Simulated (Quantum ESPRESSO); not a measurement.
## Fe: single point with PBEsol

Crystal: Fe.

```
CELL_PARAMETERS angstrom
-1.48153 1.43424 1.45901
1.46753 -1.43096 1.44173
1.45354 1.40297 -1.45574
ATOMIC_POSITIONS crystal
Fe 0.98721 0.99305 0.98531
```

The cell isn't the ideal one: cell strained at random at fixed volume.

```yaml
Program: Quantum ESPRESSO 7.5
Task: single point
Functional: PBEsol
Potentials_or_basis: GBRV 1.5 PBEsol
Cutoff: 762 eV
Density_cutoff: 6095 eV
k_mesh: 13 × 13 × 13
Occupations: fermi-dirac, width 0.05 eV
Spin: collinear spin, ferromagnetic start
Starting_moments: "[3.0] μB"
```

* Pressure: -15.3 GPa
* Band gap on the k mesh: none (metal or under the smearing width)
* Net moment: 2.39 μB per cell
* Absolute moment: 2.51 μB per cell
* Site moments: Fe +2.44 μB
* Valence electrons inside the program's atomic spheres: Fe 14.38

Stress tensor (GPa, compression positive):
```
-16.31   1.10   0.58
  1.10 -13.94  -0.02
  0.58  -0.02 -15.67
```

Levels at points of the mesh, in eV from the Fermi level:
Spin up:
| k point | band 6 | band 7 | band 8 | band 9 | band 10 | band 11 | band 12 | band 13 |
| --- | --- | --- | --- | --- | --- | --- | --- | --- |
| (0.00, 0.00, 0.00) | -2.40 | -2.28 | -2.19 | -1.11 | -0.97 | 23.39 | 23.71 | 24.27 |
Spin down:
```
           k point  band 3  band 4  band 5  band 6  band 7  band 8  band 9  band 10  band 11  band 12
(0.00, 0.00, 0.00)  -50.83  -50.82   -8.00   -0.18    0.00    0.15    1.68     1.89    23.28    23.61
```

It took 100 s on 2 MPI ranks on Intel(R) Xeon(R) 6975P-C (Granite Rapids), with other jobs on the host, peak memory 0.46 GiB a rank.
